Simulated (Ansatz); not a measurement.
## HfN/SiC/Mo: conductance against the thickness of the layer: conductance, atomic planes in the barrier 5, gap between the electrodes 7.89 Å

Ansatz 0.2.0; PBE DFT, plane waves, PAW files; ballistic transmission by layer matching between semi-infinite leads.

The conductance needs T(E) within ten thermal energies of the Fermi level, on steps under 1.5 kT, and a finer mesh (26×26), since the current can rest on few wavevectors.

input.yaml

```yaml
crystal:
  lattice:
    - [3.097, 0.0, 0.0]
    - [0.0, 3.097, 0.0]
    - [0.0, 0.0, 63.5571868071]
  atoms:
    - { symbol: "N", position: [0.65463034, 0.65491422, 0.1101370333] }
    - { symbol: Hf, position: [0.15463034, 0.15491422, 0.1101370333] }
    - { symbol: "N", position: [0.15463034, 0.15491422, 0.1464125048] }
    - { symbol: Hf, position: [0.65463034, 0.65491422, 0.1464125048] }
    - { symbol: "N", position: [0.65463034, 0.65491422, 0.1826879763] }
    - { symbol: Hf, position: [0.15463034, 0.15491422, 0.1826879763] }
    - { symbol: "N", position: [0.15463034, 0.15491422, 0.2189634479] }
    - { symbol: Hf, position: [0.65463034, 0.65491422, 0.2189634479] }
    - { symbol: "N", position: [0.65463034, 0.65491422, 0.2552389194] }
    - { symbol: Hf, position: [0.15463034, 0.15491422, 0.2552389194] }
    - { symbol: "N", position: [0.15463034, 0.15491422, 0.2915143909] }
    - { symbol: Hf, position: [0.65463034, 0.65491422, 0.2915143909] }
    - { symbol: "N", position: [0.65463034, 0.65491422, 0.3277898624] }
    - { symbol: Hf, position: [0.15463034, 0.15491422, 0.3277898624] }
    - { symbol: "N", position: [0.15463034, 0.15491422, 0.3640653339] }
    - { symbol: Hf, position: [0.65463034, 0.65491422, 0.3640653339] }
    - { symbol: "N", position: [0.65463034, 0.65491422, 0.4003408055] }
    - { symbol: Hf, position: [0.15463034, 0.15491422, 0.4003408055] }
    - { symbol: "N", position: [0.15463034, 0.15491422, 0.436616277] }
    - { symbol: Hf, position: [0.65463034, 0.65491422, 0.436616277] }
    - { symbol: "N", position: [0.65463034, 0.65491422, 0.4728917485] }
    - { symbol: Hf, position: [0.15463034, 0.15491422, 0.4728917485] }
    - { symbol: "N", position: [0.15469492, 0.15483538, 0.5071538368] }
    - { symbol: Hf, position: [0.65460112, 0.65483383, 0.5181680389] }
    - { symbol: C, position: [0.15486142, 0.65479462, 0.5445684235] }
    - { symbol: Si, position: [0.15482551, 0.15477643, 0.5609990731] }
    - { symbol: C, position: [0.65483253, 0.15475828, 0.5788664887] }
    - { symbol: Si, position: [0.65486502, 0.65472485, 0.5956379542] }
    - { symbol: C, position: [0.1548637, 0.65468106, 0.6138162042] }
    - { symbol: Mo, position: [0.65491756, 0.65453689, 0.6367421997] }
    - { symbol: Mo, position: [0.15483528, 0.15450365, 0.6628536442] }
    - { symbol: Mo, position: [0.65483528, 0.65450365, 0.6880769022] }
    - { symbol: Mo, position: [0.15483528, 0.15450365, 0.7133001603] }
    - { symbol: Mo, position: [0.65483528, 0.65450365, 0.7385234183] }
    - { symbol: Mo, position: [0.15483528, 0.15450365, 0.7637466764] }
    - { symbol: Mo, position: [0.65483528, 0.65450365, 0.7889699345] }
    - { symbol: Mo, position: [0.15483528, 0.15450365, 0.8141931925] }
    - { symbol: Mo, position: [0.65483528, 0.65450365, 0.8394164506] }
    - { symbol: Mo, position: [0.15483528, 0.15450365, 0.8646397086] }
    - { symbol: Mo, position: [0.65483528, 0.65450365, 0.8898629667] }
kpoints:
  mp_grid: { grid: [10, 10, 1] }
scf:
  occupations: { method: fermi_dirac, width: 0.1 }
  max_iter: 150
hamiltonian:
  xc: pbe
output:
  transmission:
    kmesh: [26, 26]
    e_range: [-0.26, 0.27]
    de: 0.0375
    leads: [[10, 12], [34, 35]]
```

On the command line:

```
ansatz run input.yaml --threads 4 --pin off --max-ram 12288MiB --backend cpu --events-out ev --progress --plain --runs-dir out
```

Before running it: what should come out for the transmission, zone mean against energy?

Where no state propagates through the middle region, electrons only tunnel, and the transmission drops by orders of magnitude.

Transmission over k1 and k2. At 0.0025 eV from the Fermi level; zeros and values more than six decades under the largest are shown at that floor.

Numbers from this step:

```
transmission at the Fermi level (a spin, zone mean) : 0.008355
channels of the lower lead                          : 1.314
channels of the upper lead                          : 1.559
potential step in the lower lead                    : 4.3 meV
ballistic conductance of the lower lead             : 1.05e15 S/m²
potential step in the upper lead                    : 20.1 meV
ballistic conductance of the upper lead             : 1.27e15 S/m²
junction conductance                                : 7.18e12 S/m²
error estimates by source, in the log's order       : 4, 2.4, 54.7, 31.8, 5.1 %
resistance-area product beyond the leads            : 0.1384 Ω um²
```

One spin. The transmission, zone mean by energy, zero at the Fermi level:

| energy (eV) | transmission, zone mean |
| --- | --- |
| -0.260 | 0.0133 |
| -0.223 | 0.00965 |
| -0.185 | 0.0119 |
| -0.147 | 0.0101 |
| -0.110 | 0.00944 |
| -0.072 | 0.0111 |
| -0.035 | 0.00885 |
| 0.003 | 0.00836 |
| 0.040 | 0.00979 |
| 0.077 | 0.00787 |
| 0.115 | 0.00814 |
| 0.152 | 0.00969 |
| 0.190 | 0.0114 |
| 0.228 | 0.0161 |
| 0.265 | 0.0160 |

One spin. The open channels, zone mean by energy, zero at the Fermi level:

```
energy (eV)  lower lead  upper lead
     -0.260        1.21        1.53
     -0.223        1.20        1.57
     -0.185        1.24        1.61
     -0.147        1.26        1.61
     -0.110        1.28        1.63
     -0.072        1.31        1.58
     -0.035        1.28        1.52
      0.003        1.31        1.56
      0.040        1.32        1.59
      0.077        1.30        1.57
      0.115        1.36        1.68
      0.152        1.37        1.71
      0.190        1.40        1.77
      0.228        1.39        1.88
      0.265        1.37        1.97
```

log10 of the mean of each cell; the least values stand at a floor. Values, 12 rows by 16 columns:
```
-3.5 -2.7 -2.6 -4.0 -6.5 -3.5 -3.2 -6.5 -6.5 -3.9 -3.1 -4.3 -6.5 -3.2 -2.6 -2.9
-2.5 -1.9 -2.7 -6.5 -6.5 -6.5 -2.9 -2.9 -6.5 -2.7 -3.5 -6.5 -6.5 -6.5 -2.2 -2.0
-6.5 -6.5 -6.5 -6.5 -6.5 -4.1 -2.4 -2.0 -2.6 -2.0 -3.4 -4.9 -6.5 -6.5 -6.5 -6.5
-3.0 -3.6 -6.5 -6.5 -4.1 -3.0 -2.2 -1.0 -1.3 -1.4 -2.6 -3.3 -4.8 -6.5 -4.4 -3.4
-3.3 -3.3 -3.4 -3.4 -3.4 -2.8 -1.3 -1.2 -0.9 -1.0 -1.7 -3.2 -3.4 -3.3 -3.5 -3.4
-6.5 -6.5 -4.1 -3.4 -3.0 -3.3 -1.6 -1.6 -1.0 -1.5 -1.9 -3.1 -3.0 -4.0 -4.7 -6.5
-6.5 -4.3 -3.4 -3.1 -2.9 -2.9 -1.4 -1.4 -0.9 -1.3 -1.7 -3.0 -2.9 -3.2 -3.8 -4.5
-2.8 -3.2 -4.6 -5.0 -3.8 -2.9 -1.5 -1.1 -1.0 -1.1 -2.2 -3.2 -4.2 -6.5 -3.7 -3.1
-6.5 -6.5 -6.5 -6.5 -4.9 -3.3 -2.4 -1.2 -1.4 -1.5 -2.9 -3.8 -6.5 -6.5 -6.5 -6.5
-2.8 -2.2 -6.5 -6.5 -6.5 -6.5 -2.6 -2.3 -3.7 -2.1 -4.2 -6.5 -6.5 -6.5 -2.7 -2.2
-2.8 -2.1 -2.4 -4.1 -6.5 -4.1 -3.0 -4.0 -6.5 -3.4 -3.1 -4.9 -6.5 -3.3 -2.2 -2.2
-3.7 -3.0 -3.1 -4.6 -6.5 -3.3 -3.6 -6.5 -6.5 -4.7 -3.2 -4.1 -6.5 -3.8 -3.0 -3.3
```
Columns: k1 (b1) from -0.5 to 0.462; rows upwards: k2 (b2) from -0.5 to 0.462.

[Logs are printed without paths, hosts, clocks, repeated set-up lines and the standing remarks that a program may print on its own settings, such as how far it seeks lower states.]

[Hosts, paths, dates, database ids (printed as entryN), source tags and the programs' standing remarks are cut or masked in the printed files.]
